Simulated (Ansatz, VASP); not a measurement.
## Two plane-wave programs on SrO

File INCAR:

```
PREC = Accurate
ENCUT = 520
EDIFF = 1E-6
ISMEAR = 0
SIGMA = 0.02
LREAL = False
LASPH = True
NELM = 60
ALGO = Normal
ISIF = 2
LWAVE = False
LCHARG = True
GGA = PE
LELF = True
LVHAR = True
NBANDS = 24
```

KPOINTS

```
regular mesh
0
Gamma
  9 9 6
```

The input POSCAR:

```
SrO
1.0
    3.4298823948      0.0000000000      0.0000000000
   -1.7149411974      2.9703652859      0.0000000000
    0.0000000000      0.0000000000      6.0946365725
Sr O
2 2
Direct
    0.3333333300      0.6666666700      0.2636478470
    0.6666666700      0.3333333300      0.7363521530
    0.0000000000      0.0000000000      0.0000000000
    0.0000000000      0.0000000000      0.5000000000
```

Input for Ansatz:

```yaml
crystal:
  lattice:
    - [3.4298823948, 0.0, 0.0]
    - [-1.7149411974, 2.9703652859, 0.0]
    - [0.0, 0.0, 6.0946365725]
  atoms:
    - { symbol: Sr, position: [0.33333333, 0.66666667, 0.263647847] }
    - { symbol: Sr, position: [0.66666667, 0.33333333, 0.736352153] }
    - { symbol: O, position: [0.0, 0.0, 0.0] }
    - { symbol: O, position: [0.0, 0.0, 0.5] }
basis:
  ecutwfc: 420
kpoints:
  mp_grid: { grid: [9, 9, 6] }
hamiltonian:
  xc: pbe
scf:
  occupations: { method: gaussian, width: 0.02 }
output:
  forces: true
  stress: true
  eigenvalues: true
  populations: true
```

Alike in both runs: task single point; functional PBE; k mesh 9 × 9 × 6; occupations gaussian, width 0.02 eV; no spin polarisation.

|  | VASP | Ansatz |
| --- | --- | --- |
| version | VASP 6.6.1 | Ansatz 0.2.0 |
| potentials or method | VASP PAW PBE potentials, release 64 (Sr_sv, O) | scalar-relativistic, plane waves, PAW |
| plane-wave cutoff (eV) | 520 | 420 |
| valence electrons in the cell | 32 | 32 |

VASP gave:

```
gap on the k mesh at the Fermi level (eV)       : 3.06
least direct gap on the mesh (eV)               : 3.30
pressure (GPa)                                  : 12.3
largest component of the traceless stress (GPa) : 1.71
rms of the force components (eV/Å)              : 0.734
```

**Question.** Estimate Ansatz's values.

**Answer.** gap on the k mesh at the Fermi level (eV): 3.10; least direct gap on the mesh (eV): 3.34; pressure (GPa): 11.4; largest component of the traceless stress (GPa): 1.71; rms of the force components (eV/Å): 0.724.

Atom by atom the forces differ by 0.011 eV/Å (rms over components). With one functional, cell and mesh, what is left measures potentials, basis and numerics.

Caveats: an odd mesh through Γ misses points on the zone boundary, where band edges often lie; forces of over 1 eV/Å show positions far from the minimum, so gaps and moduli don't describe the material at rest.
